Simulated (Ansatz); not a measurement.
# NbSi31: the cost of one run

Program: Ansatz 0.2.0. Level of theory: DFT PBE, scalar-relativistic, plane waves, PAW. These are calculated values, not measurements.

4 further runs of the same task are left out: 4 set aside as unsound or not needed.

**1. Starting point**

The cell holds 32 atoms (NbSi31): a = 9.474 Å, b = 9.474 Å, c = 9.474 Å, α = 109.47°, β = 109.47°, γ = 109.47°.

The coordinates of this cell stand in the input of its own run.

The host was relaxed before at PBE: a = 5.470 Å, b = 5.470 Å, c = 5.470 Å, α = 90.00°, β = 90.00°, γ = 90.00° (conventional cell), 20.459 Å³/atom.

Places, in fractions of the supercell: Nb in place of Si at (0.500, 0.750, 0.500). The start keeps the symmetry of the ideal site.

Earlier runs gave the host's free energy in this supercell, -20345.853 eV, its gap, 0.61 eV, and ε0 = 12.98.

**2. Charge 0, atoms relaxed**

File input.yaml:

```yaml
crystal:
  lattice:
    - [-5.4700936474, -5.4700936474, -5.4700936474]
    - [5.4700936474, 5.4700936474, -5.4700936474]
    - [5.4700936474, -5.4700936474, 5.4700936474]
  atoms:
    - { symbol: Nb, position: [0.5, 0.75, 0.5], spin: 0.2 }
    - { symbol: Si, position: [0.5, 0.5, 0.75] }
    - { symbol: Si, position: [0.25, 0.75, 0.75] }
    - { symbol: Si, position: [0.5, 0.25, 0.0] }
    - { symbol: Si, position: [0.25, 0.5, 0.0] }
    - { symbol: Si, position: [0.0, 0.75, 0.0] }
    - { symbol: Si, position: [0.5, 0.0, 0.25] }
    - { symbol: Si, position: [0.25, 0.25, 0.25] }
    - { symbol: Si, position: [0.0, 0.5, 0.25] }
    - { symbol: Si, position: [0.75, 0.75, 0.25] }
    - { symbol: Si, position: [0.25, 0.0, 0.5] }
    - { symbol: Si, position: [0.0, 0.25, 0.5] }
    - { symbol: Si, position: [0.75, 0.5, 0.5] }
    - { symbol: Si, position: [0.0, 0.0, 0.75] }
    - { symbol: Si, position: [0.75, 0.25, 0.75] }
    - { symbol: Si, position: [0.75, 0.0, 0.0] }
    - { symbol: Si, position: [0.5, 0.75, 0.75], spin: 0.2 }
    - { symbol: Si, position: [0.5, 0.5, 0.0] }
    - { symbol: Si, position: [0.25, 0.75, 0.0] }
    - { symbol: Si, position: [0.5, 0.25, 0.25] }
    - { symbol: Si, position: [0.25, 0.5, 0.25], spin: 0.2 }
    - { symbol: Si, position: [0.0, 0.75, 0.25] }
    - { symbol: Si, position: [0.5, 0.0, 0.5], spin: 0.2 }
    - { symbol: Si, position: [0.25, 0.25, 0.5] }
    - { symbol: Si, position: [0.0, 0.5, 0.5] }
    - { symbol: Si, position: [0.75, 0.75, 0.5], spin: 0.2 }
    - { symbol: Si, position: [0.25, 0.0, 0.75] }
    - { symbol: Si, position: [1.0, 0.25, 0.75] }
    - { symbol: Si, position: [0.75, 0.5, 0.75] }
    - { symbol: Si, position: [0.0, 0.0, 0.0] }
    - { symbol: Si, position: [0.75, 0.25, 0.0] }
    - { symbol: Si, position: [0.75, 1.0, 0.25] }
  host:
    lattice:
      - [0.0, 2.7350468237, 2.7350468237]
      - [2.7350468237, 0.0, 2.7350468237]
      - [2.7350468237, 2.7350468237, 0.0]
    atoms:
      - { symbol: Si, position: [0.25, 0.25, 0.25] }
      - { symbol: Si, position: [0.0, 0.0, 0.0] }
basis:
  ecutwfc: 420
  xc_grid: 2
kpoints:
  mp_grid: { grid: [2, 2, 2], shift: [0.5, 0.5, 0.5] }
hamiltonian:
  xc: pbe
scf:
  occupations: { method: gaussian, width: 0.02 }
  lower_state_search: "off"
output:
  forces: true
  stress: false
  eigenvalues: true
  populations: true
  charged_corrections:
    defect_position: [0.5, 0.75, 0.5]
    epsilon: [[12.9837, 0.0, 0.0], [0.0, 12.9837, 0.0], [0.0, 0.0, 12.9837]]
  write_density: true
  write_potential: true
  elf: true
  volumetric_format: npy
magnetization:
  spin_polarized: true
relax:
  adjacent_minimum: "off"
  f_tol: 0.03
  max_steps: 40
```

On the command line:

```console
$ ansatz run input.yaml --threads 8 --pin off --max-ram 16384MiB --backend cpu --events-out ev --progress --plain --runs-dir out
```

What time and memory should one allow on 8 threads of Arm Neoverse V1, shared host?

About 33 s, with a peak of 1.6 GiB.
